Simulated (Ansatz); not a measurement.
## C: equation of state with RPBE

**The experiment to reproduce.**

From “Equation of state of cubic boron nitride at high pressures and temperatures”, 2007, arxiv:cond-mat/0702656, for a bulk crystal of C: bulk modulus 442 ± 5 GPa.

The system is C.

```
C
1.0
     0.00000    1.78337    1.78337
     1.78337    0.00000    1.78337
     1.78337    1.78337    0.00000
C
2
Direct
  0.75000 0.75000 0.75000
  0.50000 0.50000 0.50000
```

This isn't the form of C at room conditions, which is graphite.

```json
{
  "Program": "Ansatz 0.2.0",
  "Task": "equation of state",
  "Functional": "RPBE",
  "Potentials or basis": "Ansatz PAW",
  "Cutoff": "420 eV",
  "Density cutoff": "1680 eV",
  "k mesh": "13 × 13 × 13",
  "Occupations": "fermi-dirac, width 0.05 eV",
  "Spin": "no spin polarisation"
}
```

```
Equilibrium volume                      : 5.78 Å³/atom
Bulk modulus                            : 419 GPa
Pressure derivative of the bulk modulus : 3.7
```

Energy against volume, from the lowest point:
| volume (Å³/atom) | energy (meV/atom) |
| --- | --- |
| 5.332 | 50.82 |
| 5.445 | 27.31 |
| 5.558 | 11.47 |
| 5.672 | 2.55 |
| 5.785 | 0.00 |
| 5.899 | 3.22 |
| 6.012 | 11.73 |

All runs of the series together: 4.8 s on 2 threads of Intel(R) Xeon(R) Platinum 8259CL CPU @ 2.50GHz (Skylake/Cascade Lake), on a shared host.

Against the measured bulk modulus of C, 442 GPa (quoted in “Equation of state of cubic boron nitride at high pressures and temperatures”, 2007, arxiv:cond-mat/0702656), the calculated 419 GPa is off by -5.2 %. 3 values of this kind are on record (442 to 444.8 GPa); this one was drawn at random among those near their median, those with a stated uncertainty first. The fit is for a static lattice scaled at fixed shape and fixed fractional positions. The cell as given is a measured one (5.67 Å³/atom); RPBE puts the equilibrium volume +1.9 % from it, thermal expansion not counted.

Caveat: the potentials were made for another functional, which shifts forces and pressure.
